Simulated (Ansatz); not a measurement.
A run of Ansatz 0.2.0:

input.yaml

```yaml
crystal:
  lattice:
    - [3.1832085602, 0.0, 0.0]
    - [-1.5916042801, 2.7567394786, 0.0]
    - [0.0, 0.0, 23.66876325]
  atoms:
    - { symbol: W, position: [0.6666666667, 0.3333333333, 0.36268246] }
    - { symbol: W, position: [0.3333333333, 0.6666666667, 0.63731754] }
    - { symbol: S, position: [0.6666666667, 0.3333333333, 0.70318389] }
    - { symbol: S, position: [0.3333333333, 0.6666666667, 0.42855817] }
    - { symbol: S, position: [0.6666666667, 0.3333333333, 0.57144183] }
    - { symbol: S, position: [0.3333333333, 0.6666666667, 0.29681611] }
hamiltonian:
  xc: revpbe
  pseudopotentials: { kind: paw }
kpoints:
  mp_grid: { grid: [7, 7, 2] }
  band_path:
    path:
      - [[0.0, 0.0, 0.0], [0.5, 0.0, 0.0], [0.3333333333, 0.3333333333, 0.0], [0.0, 0.0, 0.0], [0.0, 0.0, 0.5], [0.5, 0.0, 0.5], [0.3333333333, 0.3333333333, 0.5], [0.0, 0.0, 0.5]]
      - [[0.5, 0.0, 0.5], [0.5, 0.0, 0.0]]
      - [[0.3333333333, 0.3333333333, 0.0], [0.3333333333, 0.3333333333, 0.5]]
    npoints: 14
scf:
  occupations: { method: fermi_dirac, width: 0.05 }
  n_extra_bands: 15
output:
  forces: true
  stress: true
  eigenvalues: true
  fatbands: false
```

Potentials or basis: Ansatz PAW.

The run is started by

```console
$ ansatz run input.yaml --threads 2 --pin off --max-ram 5632MiB --backend cpu --events-out ev --progress --plain --runs-dir out
```

Hardware: 2 threads of Arm Neoverse V2, with other jobs on the host.

Estimate the wall time of this run.

It took 17 s on 2 threads of Arm Neoverse V2, with other jobs on the host, peak memory 0.75 GiB. Counts: scf iterations 10, plane waves 4099, k points 16, bands 41.
